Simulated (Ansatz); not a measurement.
**Density of states of TiO2**

```cif
data_structure
_symmetry_space_group_name_H-M 'P4_2/mnm'
_symmetry_Int_Tables_number 136
_cell_length_a 4.5940
_cell_length_b 4.5940
_cell_length_c 2.9590
_cell_angle_alpha 90.000
_cell_angle_beta 90.000
_cell_angle_gamma 90.000
_cell_volume 62.45
loop_
_atom_site_label
_atom_site_type_symbol
_atom_site_symmetry_multiplicity
_atom_site_Wyckoff_symbol
_atom_site_fract_x
_atom_site_fract_y
_atom_site_fract_z
_atom_site_occupancy
Ti1 Ti 2 a 0.00000 0.00000 0.00000 1
O1 O 4 f 0.30600 0.30600 0.00000 1
```

The runs use the primitive cell with vectors (4.594, 0.000, 0.000), (0.000, 4.594, 0.000), (0.000, 0.000, 2.959) Å, to which the k mesh refers.

It takes space group P4_2/mnm (No. 136, tetragonal). The conventional cell has a = 4.594 Å, b = 4.594 Å, c = 2.959 Å, α = 90.00°, β = 90.00°, γ = 90.00°. Ti (site symmetry mmm) has 6 O at 1.94 to 1.99 Å as nearest neighbours. O (site symmetry m2m) is surrounded by 3 Ti at 1.94 to 1.99 Å.

The geometry is COD entry 9007432, unchecked; take it as a test cell.

These are results of Ansatz 0.2.0, DFT, PBE, all-electron LAPW, scalar-relativistic, not measurements.

Settings: a Γ-centred 7×7×10 k mesh, Fermi–Dirac smearing of 0.05 eV, basis error target 0.5 meV/atom, no spin polarisation.

States per eV and cell, averaged over 0.4 eV, from -5.9 to 3.9 eV, with energies (bin centres) from the valence-band top; empty bins are left out. The partial columns, the largest 3 alone, are projections on Löwdin-orthogonalised atomic shells (those that the program's projection atoms carry: the occupied ones and, for some elements, an empty d or f shell; other empty shells have no column), summed over atoms of an element. Weights on diffuse s and p shells depend on that basis and aren't pure angular character.

```
E (eV)  total  O 2p  Ti 3d  Ti 4s
  -5.8   0.05  0.04   0.01   0.00
  -5.4   1.39  0.95   0.36   0.05
  -5.0   3.87  2.72   0.95   0.11
  -4.6   6.65  4.83   1.58   0.13
  -4.2   6.82  4.94   1.68   0.10
  -3.8   3.83  2.72   1.00   0.05
  -3.4   3.62  2.80   0.66   0.05
  -3.0   4.00  3.21   0.63   0.05
  -2.6   5.60  4.75   0.63   0.05
  -2.2   5.22  4.45   0.62   0.02
  -1.8   6.16  5.27   0.75   0.02
  -1.4   5.11  4.51   0.51   0.01
  -1.0   5.24  4.86   0.31   0.01
  -0.6   1.96  1.87   0.07   0.00
  -0.2   0.48  0.46   0.01   0.00
   1.8   0.11  0.00   0.10   0.00
   2.2   4.09  0.28   3.75   0.03
   2.6   7.09  0.78   6.17   0.05
   3.0   8.20  1.02   7.04   0.03
   3.4   5.08  0.99   3.97   0.03
   3.8   4.61  1.21   3.23   0.03
```

Task: Which of the resolved shells contributes most in the top eV of the valence band?

Result: O 2p, with 95 % of all states there; Ti 3d follows with 4 %.

Task: Where is the centre of the filled Ti 3d states between -13 eV and the top of the filled states?

Result: -3.48 eV from the valence-band top.
